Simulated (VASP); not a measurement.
Input for VASP

**KPOINTS**
```
Automatic mesh
0
Gamma
7 7 7
0 0 0
```

INCAR:
```
SYSTEM = InN
PREC = Accurate
ENCUT = 520
EDIFF = 1E-6
NELM = 100
ALGO = Normal
LREAL = .FALSE.
LASPH = .TRUE.
ISMEAR = 0
SIGMA = 0.05
GGA = PE
LMAXMIX = 4
LWAVE = .FALSE.
LCHARG = .FALSE.
ISIF = 2
IBRON = 2
NSW = 10
POTIM = 0.5
ISYM = 0
```

### POSCAR
```
InN
1
    0.0000000000     2.5398000000     2.5398000000
    2.5398000000     0.0000000000     2.5398000000
    2.5398000000     2.5398000000     0.0000000000
In N
1 1
Direct
 -0.0137806126   0.0137806126   0.0334672021
  0.2500000000   0.2500000000   0.2500000000
```

POTCAR, in this order: In_d N (PBE.64 set). Program: vasp_std.

Output of the run:

File standard output:
```
...
DAV:   2    -0.106124579549E+02   -0.13408E-06   -0.18962E-06  4423   0.155E-02
      2 T=     2. E= -.10612205E+02 F= -.10612458E+02 E0= -.10612396E+02  EK= 0.25251E-03 SP= 0.00E+00 SK= 0.00E+00
 bond charge predicted
 prediction of wavefunctions
       N       E                     dE             d eps       ncg     rms          rms(c)
DAV:   1    -0.106129068753E+02   -0.44905E-03   -0.14903E-04  4482   0.950E-02    0.531E-03
DAV:   2    -0.106129070509E+02   -0.17565E-06   -0.34330E-06  5417   0.192E-02
      3 T=     5. E= -.10612206E+02 F= -.10612907E+02 E0= -.10612845E+02  EK= 0.70132E-03 SP= 0.00E+00 SK= 0.00E+00
 bond charge predicted
 prediction of wavefunctions
       N       E                     dE             d eps       ncg     rms          rms(c)
DAV:   1    -0.106135758425E+02   -0.66897E-03   -0.12184E-03  4472   0.252E-01    0.820E-03
DAV:   2    -0.106135770722E+02   -0.12297E-05   -0.15919E-05  5367   0.455E-02    0.227E-03
DAV:   3    -0.106135769118E+02    0.16040E-06   -0.23759E-07  2476   0.714E-03
      4 T=    11. E= -.10612206E+02 F= -.10613577E+02 E0= -.10613515E+02  EK= 0.13710E-02 SP= 0.00E+00 SK= 0.00E+00
 bond charge predicted
 prediction of wavefunctions
       N       E                     dE             d eps       ncg     rms          rms(c)
DAV:   1    -0.106144607149E+02   -0.88364E-03   -0.21672E-03  4472   0.336E-01    0.105E-02
DAV:   2    -0.106144630845E+02   -0.23696E-05   -0.28574E-05  5437   0.602E-02    0.272E-03
DAV:   3    -0.106144628721E+02    0.21243E-06   -0.38255E-07  2656   0.875E-03
      5 T=    17. E= -.10612206E+02 F= -.10614463E+02 E0= -.10614401E+02  EK= 0.22565E-02 SP= 0.00E+00 SK= 0.00E+00
 bond charge predicted
 prediction of wavefunctions
       N       E                     dE             d eps       ncg     rms          rms(c)
DAV:   1    -0.106155550093E+02   -0.10919E-02   -0.33680E-03  4472   0.418E-01    0.130E-02
DAV:   2    -0.106155586891E+02   -0.36798E-05   -0.44289E-05  5377   0.750E-02    0.338E-03
DAV:   3    -0.106155583754E+02    0.31367E-06   -0.59798E-07  3011   0.109E-02
      6 T=    26. E= -.10612207E+02 F= -.10615558E+02 E0= -.10615497E+02  EK= 0.33515E-02 SP= 0.00E+00 SK= 0.00E+00
 bond charge predicted
 prediction of wavefunctions
       N       E                     dE             d eps       ncg     rms          rms(c)
DAV:   1    -0.106168506225E+02   -0.12919E-02   -0.48187E-03  4472   0.501E-01    0.156E-02
DAV:   2    -0.106168558826E+02   -0.52600E-05   -0.63194E-05  5367   0.896E-02    0.405E-03
DAV:   3    -0.106168554470E+02    0.43558E-06   -0.87057E-07  3327   0.131E-02
      7 T=    36. E= -.10612208E+02 F= -.10616855E+02 E0= -.10616794E+02  EK= 0.46478E-02 SP= 0.00E+00 SK= 0.00E+00
 bond charge predicted
 prediction of wavefunctions
       N       E                     dE             d eps       ncg     rms          rms(c)
DAV:   1    -0.106183381704E+02   -0.14823E-02   -0.65077E-03  4472   0.582E-01    0.181E-02
DAV:   2    -0.106183452669E+02   -0.70965E-05   -0.85163E-05  5362   0.104E-01    0.471E-03
DAV:   3    -0.106183446996E+02    0.56730E-06   -0.12366E-06  3678   0.152E-02
      8 T=    47. E= -.10612209E+02 F= -.10618345E+02 E0= -.10618284E+02  EK= 0.61361E-02 SP= 0.00E+00 SK= 0.00E+00
 bond charge predicted
 prediction of wavefunctions
       N       E                     dE             d eps       ncg     rms          rms(c)
DAV:   1    -0.106200069605E+02   -0.16617E-02   -0.84235E-03  4472   0.662E-01    0.205E-02
DAV:   2    -0.106200161325E+02   -0.91720E-05   -0.11007E-04  5347   0.118E-01    0.535E-03
DAV:   3    -0.106200154210E+02    0.71151E-06   -0.17390E-06  4277   0.174E-02
      9 T=    60. E= -.10612210E+02 F= -.10620015E+02 E0= -.10619954E+02  EK= 0.78056E-02 SP= 0.00E+00 SK= 0.00E+00
 bond charge predicted
 prediction of wavefunctions
       N       E                     dE             d eps       ncg     rms          rms(c)
DAV:   1    -0.106218450793E+02   -0.18289E-02   -0.10553E-02  4472   0.740E-01    0.230E-02
DAV:   2    -0.106218565374E+02   -0.11458E-04   -0.13776E-04  5357   0.133E-01    0.598E-03
DAV:   3    -0.106218556648E+02    0.87266E-06   -0.23260E-06  4759   0.195E-02
     10 T=    75. E= -.10612211E+02 F= -.10621856E+02 E0= -.10621795E+02  EK= 0.96445E-02 SP= 0.00E+00 SK= 0.00E+00
 bond charge predicted
 prediction of wavefunctions
 wavefunctions rotated
```

### OUTCAR
```
------------------------ aborting loop because EDIFF is reached ----------------------------------------
  FORCE on cell =-STRESS in cart. coord.  units (eV):
  Direction    XX          YY          ZZ          XY          YZ          ZX
  --------------------------------------------------------------------------------------
  Total       -0.3562833     -0.1998978     -0.1653037      0.1282804      0.8077524      0.3422405
  in kB      -17.4211768     -9.7743972     -8.0828539      6.2725248     39.4966529     16.7345283
  external PRESSURE =     -11.7594760 kB  Pullay stress =       0.0000000 kB
  kinetic pressure (ideal gas correction) =      0.28 kB
  total pressure  =    -11.48 kB
  Total+kin.   -16.732      -9.639      -8.055       6.577      39.558      16.873
  volume of cell :       32.77
      direct lattice vectors                 reciprocal lattice vectors
     0.000000000  2.539800000  2.539800000    -0.196865895  0.196865895  0.196865895
     2.539800000  0.000000000  2.539800000     0.196865895 -0.196865895  0.196865895
     2.539800000  2.539800000  0.000000000     0.196865895  0.196865895 -0.196865895
 POSITION                                       TOTAL-FORCE (eV/Angst)
 -----------------------------------------------------------------------------------
      0.11910      2.58940      2.53961        -0.900337     -0.389818     -0.159717
      1.27732      1.27320      1.27143         0.900589      0.390078      0.159841
 -----------------------------------------------------------------------------------
    total drift:                                0.000252      0.000260      0.000124
  FREE ENERGIE OF THE ION-ELECTRON SYSTEM (eV)
  ---------------------------------------------------
  free  energy   TOTEN  =       -10.6218556648 eV

  energy  without entropy=      -10.6217340524  energy(sigma->0) =      -10.62179486
  ENERGY OF THE ELECTRON-ION-THERMOSTAT SYSTEM (eV)
  ---------------------------------------------------
% ion-electron   TOTEN  =       -10.621856  see above
  kinetic energy EKIN   =         0.009644
  kin. lattice  EKIN_LAT=         0.000000  (temperature   74.61 K)
  nose potential ES     =         0.000000
  nose kinetic   EPS    =         0.000000
  ---------------------------------------------------
  total energy   ETOTAL =       -10.612211 eV
```
(Selected blocks of OUTCAR.)

Q: Read input and log: which fault does this run have?
A) the lattice was typed in bohr, and VASP reads ångström
B) IBRION is misspelt, so VASP ignores the line and takes its default
C) NSW is too small for the relaxation to finish
D) POTCAR lists the elements in another order than POSCAR

A: B, IBRION is misspelt, so VASP ignores the line and takes its default. The run ends without an error. Against the sound run, the energy per atom (σ→0) rises by 0.034 eV/atom; the pressure rises by 0.85 GPa; the largest force goes up by 1.076 eV/Å.

To mend it, set IBRION = 2, set NSW = 40, set EDIFFG = -0.01, remove IBRON, remove POTIM, remove ISYM.

The mended run (PBE GGA, plane waves, VASP's PBE PAW potentials (set 64)) converges, and its OSZICAR ends with
```
   6 F= -.10680963E+02 E0= -.10680850E+02  d E =-.804147E-04
```

The compound is InN in the zinc blende structure, a metastable form; wurtzite is the usual one. The cell was not relaxed at this level, atoms are displaced from their ideal sites.
